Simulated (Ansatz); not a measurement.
**Al2Pt: a stretch of c alone**

One table from this session's results is given with a row withheld; the runs are named, their logs left out.

Method: DFT PBEsol, scalar-relativistic, plane waves, PAW, in Ansatz 0.2.0.

2 further runs of the same task are left out: 2 set aside as unsound or not needed.

## The structure to begin with

The structure is cubic, space group Fm-3m (No. 225). Conventional cell: a = 5.897 Å, b = 5.897 Å, c = 5.897 Å, α = 90.00°, β = 90.00°, γ = 90.00°. Around Al (site symmetry -43m) lie 4 Pt at 2.55 Å. Pt (site symmetry m-3m) has 8 Al at 2.55 Å in its first shell of neighbours.

Structure file:

```xyz
6
Lattice="2.9483 2.9483 0.0000 -2.9483 2.9483 0.0000 0.0000 0.0000 5.8965" Properties=species:S:1:pos:R:3 pbc="T T T"
Al   -1.4741    1.4741    4.4224
Al    1.4741    1.4741    4.4224
Al    1.4741    1.4741    1.4741
Al   -1.4741    1.4741    1.4741
Pt    0.0000    0.0000    0.0000
Pt    0.0000    2.9483    2.9483
```

Set-up of the first run:

Contents of input.yaml:

```yaml
crystal:
  lattice:
    - [2.9482572945, 2.9482572945, 0.0]
    - [-2.9482572945, 2.9482572945, 0.0]
    - [0.0, 0.0, 5.8965145891]
  atoms:
    - { symbol: Al, position: [0.0, 0.5, 0.75] }
    - { symbol: Al, position: [0.5, 0.0, 0.75] }
    - { symbol: Al, position: [0.5, 0.0, 0.25] }
    - { symbol: Al, position: [0.0, 0.5, 0.25] }
    - { symbol: Pt, position: [0.0, 0.0, 0.0] }
    - { symbol: Pt, position: [0.5, 0.5, 0.5] }
basis:
  ecutwfc: 420
kpoints:
  mp_grid: { grid: [8, 8, 6] }
hamiltonian:
  xc: pbesol
scf:
  occupations: { method: gaussian, width: 0.1 }
output:
  forces: true
  stress: true
  eigenvalues: true
```

The run is started by

```console
$ ansatz run input.yaml --threads 1 --pin off --max-ram 2560MiB --backend cpu --events-out ev --progress --plain --runs-dir out
```

Steps of the session up to this table: Reference cell for the strains; The cell strained by -1.5 %; At +1.5 %; Strain -3.0 %; The cell strained by +3.0 %; The cell strained by -4.5 %; At +4.5 %.

One of the session's tables, all rows but one given; the rest of the session is left out.

Lengths are those of the vectors of the cell that was run; stresses in GPa:

```
strain (%)  ΔE (meV/atom)  c (Å)
      -4.5           20.3  5.631
      -3.0            8.5  5.720
      -1.5            2.0  5.808
      +0.0            0.0  5.897
      +1.5            1.9  5.985
      +3.0              ?      ?
      +4.5           17.9  6.162
```

Q: Estimate the row for strain (%) = +3.0 from the others.

Worked estimate for «ΔE (meV/atom)». A straight line through the neighbours (1.5, 1.9) and (4.5, 17.9) gives 1.9 + (17.9 − 1.9) × (3.0 − 1.5) / (4.5 − 1.5) = 9.9; a parabola fitted to 3 rows on both sides gives 7.9.

**Answer.** ΔE (meV/atom): 7.9; c (Å): 6.073. In «ΔE (meV/atom)» the line misses by +2.0 and the parabola by 0.0.

ΔE is over the unstrained cell. Stress in GPa, positive in compression, on the Cartesian axes of the input. 
